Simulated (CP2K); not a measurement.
Crystal: SnO.

```
Sn O
1.0
     3.81370    0.00000    0.00000
     0.00000    3.81370    0.00000
     0.00000    0.00000    4.88691
Sn O
2 2
Direct
  0.50000 0.00000 0.76463
  0.00000 0.50000 0.23537
  0.00000 0.00000 0.00000
  0.50000 0.50000 0.00000
```

The cell is a database's computed one.

| Property | Result |
| --- | --- |
| Program | CP2K 2026.2 |
| Task | relaxation of cell and atoms |
| Functional | PBEsol |
| Potentials or basis | POTENTIAL_UZH Sn GTH-PBE-q4, O GTH-PBE-q6; TZVP-MOLOPT-PBE-GTH basis |
| Density cutoff | 8163 eV |
| k mesh | 5 × 5 × 4 |
| Occupations | fermi-dirac, width 0.01 eV |
| Spin | no spin polarisation |

At the start: pressure 5.1 GPa; volume 17.77 Å³/atom.

Question: How do energy, volume and symmetry change on relaxing?

Answer: Over 12 steps the energy falls by 16.0 meV/atom and the volume is 18.43 Å³/atom (+3.7 %); space group P4/nmm (No. 129, to 0.05 Å).

Step by step:
```tsv
step	energy change (eV)	largest force (eV/Å)	volume (Å³)
1	0.0000	0.8744	71.08
2	-0.0228	0.6330	71.38
3	-0.0555	0.0755	72.41
4	-0.0566	0.1181	72.56
5	-0.0599	0.1804	73.09
6	-0.0624	0.1525	73.57
7	-0.0639	0.0603	73.86
8	-0.0641	0.0052	73.85
9	-0.0641	0.0066	73.81
10	-0.0641	0.0097	73.78
11	-0.0642	0.0234	73.72
12	-0.0642	0.0234	73.72
```

Final structure:
```
Sn O
1.0
     3.88173    0.00000    0.00000
     0.00000    3.88173    0.00000
     0.00000    0.00000    4.89233
Sn O
2 2
Direct
  0.50000 0.00000 0.76004
  0.00000 0.50000 0.23996
  0.00000 0.00000 0.00000
  0.50000 0.50000 0.00000
```

Caveat: the potentials were made for another functional, which shifts forces and pressure; the basis of atomic orbitals isn't converged, which shifts pressures, moduli and gaps.
